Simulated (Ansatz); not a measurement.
Runs of Ansatz 0.2.0 on AlNi. The structure is cubic, space group Pm-3m (No. 221). Conventional cell: a = 2.881 Å, b = 2.881 Å, c = 2.881 Å, α = 90.00°, β = 90.00°, γ = 90.00°. Around Ni (site symmetry m-3m) lie 8 Al at 2.50 Å. Around Al (site symmetry m-3m) lie 8 Ni at 2.50 Å. 

| task | level | U | cell | k mesh | cutoff (eV) | smearing | gap on the mesh (eV) | pressure (GPa) | moment (μB) | relaxed volume (Å³/atom) |
| --- | --- | --- | --- | --- | --- | --- | --- | --- | --- | --- |
| single point | PBE | - | as given | 9 × 9 × 9 | 255 | gaussian 0.028 eV | none | 1.9 | 0.00 | - |
| relaxation of cell and atoms | revPBE | - | relaxed | 9 × 9 × 9 | - | fermi-dirac 0.05 eV | - | 0.0 | 0.00 | 12.32 |
| single point | PBE | - | as given | 9 × 9 × 9 | 255 | gaussian 0.011 eV | none | 1.9 | 0.00 | - |
| single point | LDA | - | as given | 9 × 9 × 9 | 256 | gaussian 0.1 eV | none | -8.7 | 0.00 | - |
| relaxation of cell and atoms | BLYP+D3(BJ) | - | relaxed | 9 × 9 × 9 | - | fermi-dirac 0.05 eV | - | 0.0 | 0.00 | (a) |
| band structure | RPBE | - | as given | 9 × 9 × 9 | 255 | fermi-dirac 0.05 eV | - | 5.8 | 0.00 | - |
| band structure | PBEsol+U | Ni d U = 7 eV | as given | 9 × 9 × 9 | 255 | methfessel-paxton 0.2 eV | - | -4.6 | 0.00 | - |
| band structure | PBE | - | as given | 9 × 9 × 9 | 255 | fermi-dirac 0.05 eV | - | 1.9 | 0.00 | - |
| band structure | LDA | - | as given | 9 × 9 × 9 | 256 | fermi-dirac 0.05 eV | - | -8.7 | 0.00 | - |
| phonons | PBE | - | as given | 7 × 7 × 7 | 276 | fermi-dirac 0.05 eV | none | - | 0.00 | - |
| relaxation of cell and atoms | BLYP+D4 | - | relaxed | 9 × 9 × 9 | - | fermi-dirac 0.05 eV | - | 0.0 | 0.00 | (b) |
| single point | PBE | - | as given | 9 × 9 × 9 | 255 | gaussian 0.023 eV | none | 1.9 | 0.00 | - |

Alike in all rows: potentials or basis all-electron LAPW, scalar-relativistic; spin collinear, ferromagnetic start; basis error allowed 0.001 eV/atom.

Question: Fill in the values left out.

Answer: (a) 11.39; (b) 11.61.

Caveats: the starting moments weren't kept (some runs); the magnetic state may not be the lowest (some runs); U is the effective U less J, on atomic orbitals that reach past the spheres (some runs); the U is typed as a test and isn't derived for this compound (some runs); the k mesh is thin for a metal, which can move the energy by tens of meV per atom (some runs); a metal's response needs a denser mesh (some runs); the program listed the state as in doubt (some runs).

A gap of «none» marks a metal or a gap under the smearing width.
